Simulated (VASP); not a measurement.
# CoO (Fm-3m) in VASP: notebook, part 2 of 2

VASP 6.6.1. Earlier steps stand in the parts before.

### Step 4. Single point, PBE, collinear spin, ferromagnetic start

Contents of INCAR:

```
SYSTEM = CoO
PREC     = Accurate       ! precision mode
ENCUT    = 550            ! plane-wave cutoff, eV
EDIFF    = 1E-7           ! SCF threshold, eV
ISMEAR   = 0              ! smearing method
SIGMA    = 0.05           ! smearing width, eV
LREAL    = .FALSE.        ! projectors in reciprocal space
LASPH    = .TRUE.         ! aspherical terms in the spheres
NELM     = 100            ! most SCF steps
ALGO     = Normal         ! electronic algorithm
ISIF     = 2              ! what is computed and relaxed
LWAVE    = .FALSE.        ! write WAVECAR
LCHARG   = .TRUE.         ! write CHGCAR
ISPIN    = 2              ! spin polarisation
MAGMOM   = 2 0            ! initial moments
LORBIT   = 11             ! projections on sites
LMAXMIX  = 4              ! l up to which the mixer works
GGA      = PE             ! functional
LELF     = .TRUE.         ! ELF
LVHAR    = .TRUE.
```

Contents of KPOINTS:

```
Automatic mesh
0
G
  11 11 11
  0 0 0
```

Contents of POSCAR:

```
CoO
1.0
    0.0000000000      2.1315000000      2.1315000000
    2.1315000000      0.0000000000      2.1315000000
    2.1315000000      2.1315000000      0.0000000000
Co O
1 1
Direct
    0.0000000000      0.0000000000      0.0000000000
    0.5000000000      0.5000000000      0.5000000000
```

Potentials or basis: VASP PAW PBE potentials, release 64 (Co_GW, O_GW).

Started as:

```console
$ cat potpaw_PBE.64/Co_GW/POTCAR potpaw_PBE.64/O_GW/POTCAR > POTCAR
$ mpirun -np 1 vasp_std > vasp.out
```

OUTCAR:

```text
SYSTEM = CoO
   PREC = Accurate
   ENCUT = 550
   EDIFF = 1E-7
   ISMEAR = 0
   LREAL = .FALSE.
   LASPH = .TRUE.
   NELM = 100
   ISIF = 2
   ISPIN = 2
   LORBIT = 11
   GGA = PE

 ion  position               nearest neighbor table
   1  0.000  0.000  0.000-   2 2.13   2 2.13   2 2.13   2 2.13   2 2.13   2 2.13
   2  0.500  0.500  0.500-   1 2.13   1 2.13   1 2.13   1 2.13   1 2.13   1 2.13

  LATTYP: Found a face centered cubic cell.
 ALAT       =     4.2630000000

  Lattice vectors:

 A1 = (   0.0000000000,   2.1315000000,   2.1315000000)
 A2 = (   2.1315000000,   0.0000000000,   2.1315000000)
 A3 = (   2.1315000000,   2.1315000000,   0.0000000000)

Analysis of symmetry for initial positions (statically):
=====================================================================
 Subroutine PRICEL returns:
 Original cell was already a primitive cell.

 Routine SETGRP: Setting up the symmetry group for a
 face centered cubic supercell.

 Subroutine GETGRP returns: Found 48 space group operations
 (whereof 48 operations were pure point group operations)
 out of a pool of 48 trial point group operations.

The static configuration has the point symmetry O_h .

Analysis of symmetry for dynamics (positions and initial velocities):
=====================================================================
 Subroutine PRICEL returns:
 Original cell was already a primitive cell.

 Routine SETGRP: Setting up the symmetry group for a
 face centered cubic supercell.

 Subroutine GETGRP returns: Found 48 space group operations
 (whereof 48 operations were pure point group operations)
 out of a pool of 48 trial point group operations.

The dynamic configuration has the point symmetry O_h .

Analysis of structural, dynamic, and magnetic symmetry:
=====================================================================
 Subroutine PRICEL returns:
 Original cell was already a primitive cell.
[... 780 lines left out ...]
      2      -2.5574      1.00000
      3      -0.8897      1.00000
      4      -0.7270      1.00000
      5       2.5813      1.00000
      6       2.7600      1.00000
      7       3.2237      1.00000
      8       4.3188      1.00000
      9       4.8897      1.00000
     10      11.3979      0.00000
     11      14.2015      0.00000
     12      16.9329      0.00000

 [... further k-points ...]

 spin component 2

 k-point     1 :       0.0000    0.0000    0.0000
  band No.  band energies     occupation
      1     -14.5604      1.00000
      2       2.5624      1.00000
      3       2.5624      1.00000
      4       2.5624      1.00000
      5       4.0271      1.00000
      6       4.0271      1.00000
      7       4.0271      1.00000
      8       5.1933      0.03051
      9       5.1933      0.03043
     10       6.6312      0.00000
     11      21.8238      0.00000
     12      23.6746      0.00000
[... 573 lines left out ...]
      1     -13.2789      1.00000
      2      -1.9897      1.00000
      3       0.2531      1.00000
      4       0.5855      1.00000
      5       4.7818      1.00000
      6       5.0026      0.99978
      7       5.2376      0.00088
      8       6.9972      0.00000
      9       7.5759      0.00000
     10      11.8602      0.00000
     11      14.9966      0.00000
     12      17.4964      0.00000

 [... further k-points ...]

------------------------ aborting loop because EDIFF is reached ----------------------------------------

  FORCE on cell =-STRESS in cart. coord.  units (eV):
  Direction    XX          YY          ZZ          XY          YZ          ZX
  --------------------------------------------------------------------------------------
  -------------------------------------------------------------------------------------
  Total       -0.3486386     -0.3486386     -0.3486386      0.0000000      0.0000000     -0.0000000
  in kB      -28.8403204    -28.8403204    -28.8403204      0.0000000      0.0000000     -0.0000000
  external PRESSURE =     -28.8403204 kB  Pullay stress =       0.0000000 kB

 VOLUME and BASIS-vectors are now :
 -----------------------------------------------------------------------------
  energy-cutoff  :      550.00
  volume of cell :       19.37
      direct lattice vectors                 reciprocal lattice vectors
     0.000000000  2.131500000  2.131500000    -0.234576589  0.234576589  0.234576589
     2.131500000  0.000000000  2.131500000     0.234576589 -0.234576589  0.234576589
     2.131500000  2.131500000  0.000000000     0.234576589  0.234576589 -0.234576589

 POSITION                                       TOTAL-FORCE (eV/Angst)
 -----------------------------------------------------------------------------------
      0.00000      0.00000      0.00000        -0.000000     -0.000000     -0.000000
      2.13150      2.13150      2.13150         0.000000      0.000000      0.000000
 -----------------------------------------------------------------------------------
    total drift:                                0.000000     -0.000000     -0.000000

  FREE ENERGIE OF THE ION-ELECTRON SYSTEM (eV)
  ---------------------------------------------------
  free  energy   TOTEN  =       -13.0837588175 eV

  energy  without entropy=      -13.0788800642  energy(sigma->0) =      -13.08131944

 total charge

# of ion       s       p       d       f       tot
--------------------------------------------------
    1        0.287   0.346   7.094   0.023   7.750
    2        1.532   3.378   0.000   0.000   4.909
--------------------------------------------------
tot          1.819   3.723   7.094   0.023  12.659

 magnetization (x)

# of ion       s       p       d       f       tot
--------------------------------------------------
    1        0.021   0.018   2.518   0.002   2.558
    2        0.033   0.280   0.000   0.000   0.313
--------------------------------------------------
tot          0.054   0.298   2.518   0.002   2.871
```

Wall time 33 s (1 thread of Intel Xeon Platinum 8488C (Sapphire Rapids), shared host); peak memory 0.17 GiB.

Results:

```yaml
Free_energy: -13.0838 eV
Pressure: -2.9 GPa
Band_gap_on_the_k_mesh: none (metal or under the smearing width)
Net_moment: 2.93 μB per cell
Site_moments: Co +2.56; O +0.31 μB
Valence_electrons_inside_the_program's_atomic_spheres: Co 7.75; O 4.91
```

Caveat: a cell with one magnetic atom can't hold antiferromagnetic order, which such compounds often take; semilocal functionals often make such compounds metallic where correlation or magnetic order opens a gap, which also shifts bond lengths.
